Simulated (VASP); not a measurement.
A run of VASP 6.6.1:

File INCAR:

```
SYSTEM = Fe
PREC = Accurate ; ENCUT = 520
EDIFF = 1E-7 ; ISMEAR = 0
SIGMA = 0.1 ; LREAL = .FALSE.
LASPH = .TRUE. ; NELM = 150
ALGO = Normal ; ISIF = 2
LWAVE = .FALSE. ; LCHARG = .FALSE.
ISPIN = 2 ; MAGMOM = 4 4 4 4 4 4 4 4
LORBIT = 11 ; LMAXMIX = 4
GGA = PS ; NBANDS = 46
```

KPOINTS

```
Automatic mesh
0
G
  4 4 4
  0 0 0
```

Contents of POSCAR:

```
Fe
1.0
    4.5651422198      0.0000000000      0.0000000000
    0.0000000000      4.5651422198      0.0000000000
    0.0000000000      0.0000000000      4.5651422198
Fe
8
Direct
    0.5000000000      0.5000000000      0.5000000000
    0.0000000000      0.0000000000      0.0000000000
    0.2500000000      0.0000000000      0.5000000000
    0.5000000000      0.2500000000      0.0000000000
    0.5000000000      0.7500000000      0.0000000000
    0.7500000000      0.0000000000      0.5000000000
    0.0000000000      0.5000000000      0.7500000000
    0.0000000000      0.5000000000      0.2500000000
```

Potentials or basis: VASP PAW PBE potentials, release 64 (Fe).

The run is started by

```sh
$ cat potpaw_PBE.64/Fe/POTCAR > POTCAR
$ mpirun -np 1 vasp_std > vasp.out
```

Hardware: 1 thread of Intel(R) Xeon(R) Platinum 8488C (Sapphire Rapids), on a shared host.

Problem. How long does it take, and how much memory?

Solution. Run time: 100 s on 1 thread of Intel(R) Xeon(R) Platinum 8488C (Sapphire Rapids), on a shared host, peak memory 0.26 GiB. Counts: scf iterations 19, k points 10.
